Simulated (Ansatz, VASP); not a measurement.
## Si4C: VASP beside Ansatz

```
Si C
1.0
    -2.60354    2.60354    2.60354
     2.60354   -2.60354    2.60354
     2.60354    2.60354   -2.60354
Si C
4 1
Direct
  0.50000 0.50000 0.50000
  0.50000 0.00000 0.00000
  0.00000 0.00000 0.50000
  0.00000 0.50000 0.00000
  0.00000 0.00000 0.00000
```

Change from the starting cell: species swapped into the Hg4Pt type (Im-3m, No. 229).

Alike in both runs: task relaxation of cell and atoms; functional PBE; k mesh 10 × 10 × 10; occupations gaussian, width 0.1 eV; no spin polarisation.

|  | VASP | Ansatz |
| --- | --- | --- |
| version | VASP 6.6.1 | Ansatz 0.2.0 |
| potentials or method | VASP PAW PBE potentials, release 64 (Si, C) | scalar-relativistic, plane waves, PAW |
| plane-wave cutoff (eV) | 600 | 420 |
| valence electrons in the cell | 20 | 20 |

```tsv
	VASP	Ansatz	Ansatz less VASP
gap on the k mesh at the Fermi level, each at its own relaxed structure (eV)	none	none	-
relaxed volume (Å³/atom)	13.70	13.71	+0.008
relaxed cell length with the largest relative difference (Å)	4.464	4.465	+0.0009
energy change over the relaxation (meV/atom)	-4	-4	+0.1
```

A gap of «none» marks a metal or a gap that the smearing closes.
